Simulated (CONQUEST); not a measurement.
Runs of CONQUEST 1.3 on CdSe. It takes space group F-43m (No. 216, cubic). The conventional cell has a = 6.141 Å, b = 6.141 Å, c = 6.141 Å, α = 90.00°, β = 90.00°, γ = 90.00°. Cd (site symmetry -43m) is surrounded by 4 Se at 2.66 Å. Se (site symmetry -43m) has 4 Cd at 2.66 Å as nearest neighbours. Measurements of this composition are mostly on another form, of space group No. 186.

```csv
task,potentials or basis,cell,k mesh,smearing,solver,SCF tolerance,gap on the mesh (eV),pressure (GPa),largest force (eV/Å)
single point,"PseudoDojo NC PBE, DZ, grid cutoff 120 Ha","atoms moved at random, drawn with an rms of 0.05 Å",6 × 6 × 5,fermi-dirac 0.05 eV,diagonalisation,1e-06,0.35,2.7,0.61
single point,"PseudoDojo NC PBE, DZP, grid cutoff 200 Ha","atoms moved at random, drawn with an rms of 0.05 Å",6 × 6 × 5,fermi-dirac 0.05 eV,diagonalisation,1e-06,0.66,2.2,0.56
single point,"PseudoDojo NC PBE, SZ, linear scaling with L range 16 bohr, grid cutoff 120 Ha","atoms moved at random, drawn with an rms of 0.05 Å",-,none (density matrix without k points),linear scaling,1e-05,-,8.8,0.70
single point,"PseudoDojo NC PBE, DZP, grid cutoff 100 Ha","atoms moved at random, drawn with an rms of 0.05 Å",6 × 6 × 5,fermi-dirac 0.05 eV,diagonalisation,1e-06,0.66,2.3,0.55
single point,"PseudoDojo NC PBE, DZP, grid cutoff 150 Ha","atoms moved at random, drawn with an rms of 0.05 Å",6 × 6 × 5,fermi-dirac 0.05 eV,diagonalisation,1e-06,0.66,2.2,0.57
single point,"PseudoDojo NC PBE, DZP, multi-site functions of range 8 bohr, grid cutoff 120 Ha","atoms moved at random, drawn with an rms of 0.05 Å",6 × 6 × 5,fermi-dirac 0.05 eV,diagonalisation,1e-06,0.79,2.5,0.56
single point,"PseudoDojo NC PBE, SZP, grid cutoff 120 Ha",as given,8 × 8 × 6,fermi-dirac 0.05 eV,diagonalisation,1e-06,(a),3.1,-
```

Alike in all rows: level PBE; no spin polarisation.

Fill in the values left out.

(a) 0.86.

Caveats: the basis of atomic orbitals isn't converged, which shifts pressures, moduli and gaps; an odd mesh through Γ misses points on the zone boundary, where band edges often lie (some runs); the atomic basis is small (some runs); the box holds several primitive cells, so bands are folded and the points are those of the box's own zone (some runs); the density matrix is cut off at a finite range, which raises the energy and shifts forces and pressure (some runs); multi-site functions contract the basis, which raises the energy a little and makes forces and stress less exact (some runs).

A k mesh can miss the band edges, and the runs leave out spin-orbit coupling on Cd, Se.
